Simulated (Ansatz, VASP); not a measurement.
# One calculation of BN, two programs

```
CELL_PARAMETERS angstrom
-0.01808 1.79846 1.79846
1.79846 -0.01808 1.79846
1.79846 1.79846 -0.01808
ATOMIC_POSITIONS crystal
B 0.00000 0.00000 0.00000
N 0.75000 0.75000 0.75000
```

Change from the starting cell: equal xy, yz and zx shear strains of -1 %, crystal datasets.

Alike in both runs: task electric field gradients; functional LDA; k mesh 11 × 11 × 11; occupations fermi-dirac, width 0.02 eV; no spin polarisation.

```csv
,VASP,Ansatz
version,VASP 6.6.1,Ansatz 0.2.0
potentials or method,"VASP PAW LDA potentials, release 64 (B, N), cutoff 520 eV","all-electron PAW with datasets made for the crystal, scalar-relativistic"
```

Ansatz gave:

```
gap on the k mesh at the Fermi level (eV)                      : 4.42
pressure (GPa)                                                 : -10.7
largest component of the traceless stress (GPa)                : 4.50
rms of the force components (eV/Å)                             : 0.021
Vzz of the field gradient on the site that differs most (V/Å²) : -3.1
```

Question: What did VASP give for the same quantities?

Answer: gap on the k mesh at the Fermi level (eV): 4.41; pressure (GPa): -10.0; largest component of the traceless stress (GPa): 4.52; rms of the force components (eV/Å): 0.022; Vzz of the field gradient on the site that differs most (V/Å²): -3.3.

Atom by atom the forces differ by 0.001 eV/Å (rms over components). Ansatz ran all-electron here, so the differences hold the error of VASP's frozen core and of both bases.

Caveats: an odd mesh through Γ misses points on the zone boundary, where band edges often lie.
